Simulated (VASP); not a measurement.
# Si16Ge (a cell with a defect) in VASP: further runs, part 3 of 3

VASP 6.6.1. Earlier steps stand in the parts before.

## Step 5: Single point, PBE+D3(BJ)

Contents of INCAR:

```
  PREC = Accurate
  ENCUT = 520
  EDIFF = 1E-7
  ISMEAR = 0
  SIGMA = 0.05
  LREAL = Auto
  LASPH = True
  NELM = 100
  ALGO = Fast
  ISIF = 2
  LWAVE = False
  LCHARG = False
  GGA = PE
  IVDW = 12
  NBANDS = 53
```

Contents of KPOINTS:

```
regular mesh
0
Gamma
  2 2 2
```

Contents of POSCAR:

```
Si16Ge
1.0
    0.0000000000      5.4300000000      5.4300000000
    5.4300000000      0.0000000000      5.4300000000
    5.4300000000      5.4300000000      0.0000000000
Si Ge
16 1
Direct
   -0.0020283610     -0.0118953959     -0.0023664825
    0.1475712707      0.0581523020      0.1471198895
   -0.0020302947     -0.0119209024      0.5162584715
    0.1089039595      0.1368603131      0.6270873849
    0.0213772560      0.4365518416      0.0210131676
    0.1132534070      0.6164952118      0.1126740331
   -0.0323668508      0.5084517495      0.5119720074
    0.1133284530      0.6164590239      0.6574982505
    0.5167294659     -0.0120416206     -0.0023742173
    0.6274297422      0.1369350829      0.1084820442
    0.4780604972      0.0666209024      0.4776522099
    0.6274313076      0.1369834254      0.6270966851
    0.5123582873      0.5085542357     -0.0326470534
    0.6577797422      0.6163162063      0.1129651934
    0.5122616943      0.5086108656      0.5116900552
    0.6041412523      0.6882622468      0.6037714549
    0.3124129834      0.5626453959      0.3123820442
```

Potentials or basis: VASP PAW PBE potentials, release 64 (Si, Ge_d).

Launch:

```
cat potpaw_PBE.64/Si/POTCAR potpaw_PBE.64/Ge_d/POTCAR > POTCAR
mpirun -np 1 vasp_std > vasp.out
```

OUTCAR:

```text
PREC = Accurate
   ENCUT = 520
   EDIFF = 1E-7
   ISMEAR = 0
   LREAL = Auto
   LASPH = True
   NELM = 100
   ISIF = 2
   GGA = PE
   IVDW = 12
 IVDW          = 12

 ion  position               nearest neighbor table
   1  0.998  0.988  0.998-   4 2.33  10 2.33   6 2.33   2 2.34
   2  0.148  0.058  0.147-   1 2.34   3 2.34   9 2.34   5 2.37
   3  0.998  0.988  0.516-   4 2.33  12 2.33   8 2.33   2 2.34
   4  0.109  0.137  0.627-   1 2.33   3 2.33   7 2.33  11 2.34
   5  0.021  0.437  0.021-   6 2.31   8 2.31  14 2.31   2 2.37
   6  0.113  0.616  0.113-   5 2.31   1 2.33  17 2.44  13 2.51   7 2.51
[... 661 lines left out ...]
  Total       5.54761     5.54857     5.54771     1.36654     1.36760    -1.36638
  in kB      27.75793    27.76273    27.75841     6.83760     6.84292    -6.83679
  external pressure =       27.76 kB  Pullay stress =        0.00 kB

 VOLUME and BASIS-vectors are now :
 -----------------------------------------------------------------------------
  energy-cutoff  :      520.00
  volume of cell :      320.21
      direct lattice vectors                 reciprocal lattice vectors
     0.000000000  5.430000000  5.430000000    -0.092081031  0.092081031  0.092081031
     5.430000000  0.000000000  5.430000000     0.092081031 -0.092081031  0.092081031
     5.430000000  5.430000000  0.000000000     0.092081031  0.092081031 -0.092081031

 POSITION                                       TOTAL-FORCE (eV/Angst)
 -----------------------------------------------------------------------------------
     10.78256     10.83614     10.78439        -0.008161     -0.003736     -0.007960
      1.11463      1.60017      1.11708        -0.016342      0.016190     -0.015785
      8.16855      8.22226     10.78424         0.003756      0.008015     -0.007632
      4.14824      3.99643      1.33450         0.008273     -0.007925     -0.004087
      2.48458      0.23018      2.48655        -0.011234      0.010015     -0.008873
      3.95939      1.22679      3.96254        -0.004168      0.006274     -0.008415
[... 9 lines left out ...]
      7.01574      6.55897      7.01775         0.010194     -0.010056      0.009214
      4.75140      3.39264      4.75157        -0.000580      0.001895      0.003043
 -----------------------------------------------------------------------------------
    total drift:                               -0.000258      0.001074     -0.000581

  FREE ENERGIE OF THE ION-ELECTRON SYSTEM (eV)
  ---------------------------------------------------
  free  energy   TOTEN  =       -92.0225658039 eV

  energy  without entropy=      -92.0190731283  energy(sigma->0) =      -92.02081947
```

stdout:

```text
POSCAR found type information on POSCAR SiGe
 POSCAR found :  2 types and      17 ions
 scaLAPACK will be used
 LDA part: xc-table for (Slater+PW92), standard interpolation
 POSCAR, INCAR and KPOINTS ok, starting setup
 FFT: planning ... GRIDC
 FFT: planning ... GRID_SOFT
 FFT: planning ... GRID
 WAVECAR not read
 entering main loop
 num prob  num prob  num prob RMM:  16    -0.863550761928E+02   -0.42520E-06   -0.11700E-06  1099   0.387E-03    0.132E-02
WARNING in EDDRMM: call to ZHEGV failed, returncode =   8  4     50
 num prob  num prob  num prob  num prob RMM:  18    -0.863550745109E+02    0.10957E-06   -0.50199E-07  1001   0.309E-03    0.737E-03
 num prob RMM:  19    -0.863550745481E+02   -0.37200E-07   -0.18497E-07   684   0.198E-03
```

Run time: 4 min. Hardware: 1 thread of Intel Xeon Platinum 8559C (Emerald Rapids), shared host; peak memory 0.49 GiB.

What came out:

- Free energy: -92.0226 eV
- Pressure: 2.8 GPa
- Largest force: 0.028 eV/Å
- Band gap on the k mesh: 0.10 eV, indirect (least direct gap 0.50 eV)
- Dispersion energy per atom: -0.333 eV

Forces on the atoms (eV/Å):
```
Si  -0.008 -0.004 -0.008
Si  -0.016  0.016 -0.016
Si   0.004  0.008 -0.008
Si   0.008 -0.008 -0.004
Si  -0.011  0.010 -0.009
Si  -0.004  0.006 -0.008
Si   0.005 -0.007  0.008
Si  -0.004  0.003 -0.010
Si  -0.005  0.006  0.004
Si  -0.003 -0.006  0.008
Si   0.017 -0.017  0.015
Si   0.005  0.004  0.007
Si   0.002 -0.010  0.003
Si  -0.007  0.006  0.001
Si   0.009  0.000  0.004
Si   0.010 -0.010  0.009
Ge  -0.001  0.002  0.003
```

Caveat: the k mesh is coarse (spacing up to 0.50 Å⁻¹), so the values aren't converged.

## Step 6: Single point, PBE+D3(BJ)

Contents of INCAR:

```
PREC = Accurate
ENCUT = 520
EDIFF = 1E-7
ISMEAR = 0
SIGMA = 0.05
LREAL = Auto
LASPH = T
NELM = 100
ALGO = Fast
ISIF = 2
LWAVE = F
LCHARG = T
GGA = PE
IVDW = 12
LELF = T
LVHAR = T
NBANDS = 53
```

Contents of KPOINTS:

```
Automatic mesh
0
Gamma
  2 2 2
```

Contents of POSCAR:

```
Si16Ge
1.0
    0.0000000000      5.4300000000      5.4300000000
    5.4300000000      0.0000000000      5.4300000000
    5.4300000000      5.4300000000      0.0000000000
Si Ge
16 1
Direct
    0.0011928177     -0.0140372007      0.0009276243
    0.1418086556      0.0752060773      0.1415296501
    0.0010526703     -0.0138198895      0.5119753223
    0.1072638122      0.1323144567      0.6302859116
    0.0168253223      0.4494352670      0.0168052486
    0.1188439227      0.6141698895      0.1183533149
   -0.0412286372      0.5063347145      0.5175144567
    0.1188208103      0.6143718232      0.6485274401
    0.5122555249     -0.0137903315      0.0007658379
    0.6305442910      0.1324269797      0.1069282689
    0.4758406998      0.0731325967      0.4755377532
    0.6304012891      0.1326429098      0.6301077348
    0.5177645488      0.5064420810     -0.0415321363
    0.6485464088      0.6143871087      0.1185615101
    0.5176301105      0.5066636280      0.5173172192
    0.6018800184      0.6953669429      0.6014647330
    0.3314644567      0.5055907919      0.3314454880
```

Potentials or basis: VASP PAW PBE potentials, release 64 (Si, Ge_d).

Launch:

```
cat potpaw_PBE.64/Si/POTCAR potpaw_PBE.64/Ge_d/POTCAR > POTCAR
mpirun -np 1 vasp_std > vasp.out
```

It took 3.8 min on 1 thread of Intel Xeon Platinum 8559C (Emerald Rapids), shared host; peak memory 0.49 GiB.

Results (log left out):

```yaml
Free_energy: -92.0328 eV
Pressure: 2.6 GPa
Largest_force: 0.090 eV/Å
Band_gap_on_the_k_mesh: none (metal or under the smearing width)
Dispersion_energy_per_atom: -0.333 eV
```

Forces in eV/Å, atoms in the order of the input:
```
Si   0.003  0.011  0.004
Si   0.029 -0.030  0.027
Si  -0.013 -0.003  0.004
Si  -0.001  0.001 -0.005
Si   0.022 -0.021  0.024
Si   0.009  0.027  0.005
Si   0.015 -0.015 -0.019
Si  -0.026 -0.009  0.004
Si   0.004 -0.004 -0.012
Si  -0.005  0.002 -0.002
Si   0.006 -0.005  0.006
Si  -0.003  0.007 -0.002
Si  -0.020 -0.017  0.016
Si   0.004 -0.005 -0.022
Si   0.017  0.021  0.016
Si   0.011 -0.012  0.007
Ge  -0.052  0.053 -0.052
```

Stress tensor (GPa, compression positive):
```
 2.63  0.86 -0.87
 0.86  2.63  0.86
-0.87  0.86  2.63
```

Levels at points of the mesh, in eV from the Fermi level:
```csv
k point,band 35,band 36,band 37,band 38,band 39,band 40,band 41,band 42,band 43,band 44
"(0.00, 0.00, 0.00)",-1.38,-1.07,-0.56,-0.54,-0.54,-0.05,-0.04,0.27,0.27,0.78
"(0.50, 0.00, 0.00)",-1.41,-1.39,-1.33,-0.88,-0.20,0.23,0.77,0.90,1.08,1.33
"(0.00, 0.50, 0.00)",-1.29,-1.29,-1.19,-1.19,-0.21,0.44,0.45,1.19,1.26,1.26
"(0.00, 0.00, 0.50)",-1.41,-1.39,-1.33,-0.88,-0.20,0.24,0.77,0.90,1.08,1.33
"(0.50, 0.50, 0.50)",-1.41,-1.39,-1.32,-0.88,-0.20,0.24,0.77,0.90,1.08,1.33
"(0.50, 0.50, 0.00)",-1.96,-1.81,-1.69,-0.83,0.01,0.45,1.33,1.46,1.74,1.91
"(0.00, 0.50, 0.50)",-1.96,-1.81,-1.69,-0.83,0.01,0.45,1.33,1.46,1.74,1.91
"(0.50, 0.00, 0.50)",-1.96,-1.81,-1.69,-0.83,0.01,0.45,1.33,1.46,1.74,1.91
```

Caveat: the k mesh is coarse (spacing up to 0.50 Å⁻¹), so the values aren't converged.
